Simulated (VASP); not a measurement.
Crystal: CaS (Oldhamite).

```
CELL_PARAMETERS angstrom
0.00000 2.85603 2.85603
2.85603 0.00000 2.85603
2.85603 2.85603 0.00000
ATOMIC_POSITIONS crystal
Ca 0.00000 0.00000 0.00000
S 0.50000 0.50000 0.50000
```

- Program: VASP 6.6.1
- Task: relaxation of cell and atoms
- Functional: PBE
- Dispersion: D3(BJ)
- Potentials or basis: VASP PAW PBE potentials, release 64 (Ca_sv, S)
- Cutoff: 600 eV
- k mesh: 8 × 8 × 8
- Occupations: gaussian, width 0.02 eV
- Spin: no spin polarisation

At the start: pressure -2.2 GPa; volume 23.30 Å³/atom.

Task: How do energy, volume and symmetry change on relaxing?

Result: Over 15 steps the energy falls by 6.0 meV/atom and the volume is 22.45 Å³/atom (-3.6 %); space group Fm-3m (No. 225, to 0.05 Å).

Step by step:
```tsv
step	energy change (eV)	largest force (eV/Å)	pressure (GPa)	volume (Å³)
1	0.0000	0.0000	-2.18	46.59
2	-0.0114	0.0000	0.51	44.49
3	-0.0121	0.0000	0.13	44.86
4	-0.0120	0.0000	-0.12	44.95
5	-0.0120	0.0000	-0.07	44.91
6	-0.0120	0.0000	-0.07	44.91
7	-0.0120	0.0000	-0.08	44.90
8	-0.0120	0.0000	-0.05	44.90
9	-0.0120	0.0000	-0.05	44.90
10	-0.0120	0.0000	-0.05	44.90
11	-0.0120	0.0000	-0.05	44.90
12	-0.0120	0.0000	-0.05	44.90
13	-0.0120	0.0000	-0.05	44.90
14	-0.0120	0.0000	-0.06	44.90
15	-0.0120	0.0000	-0.04	44.89
```

Final structure:
```
CELL_PARAMETERS angstrom
0.00000 2.82087 2.82087
2.82087 0.00000 2.82087
2.82087 2.82087 0.00000
ATOMIC_POSITIONS crystal
Ca 0.00000 0.00000 0.00000
S 0.50000 0.50000 0.50000
```
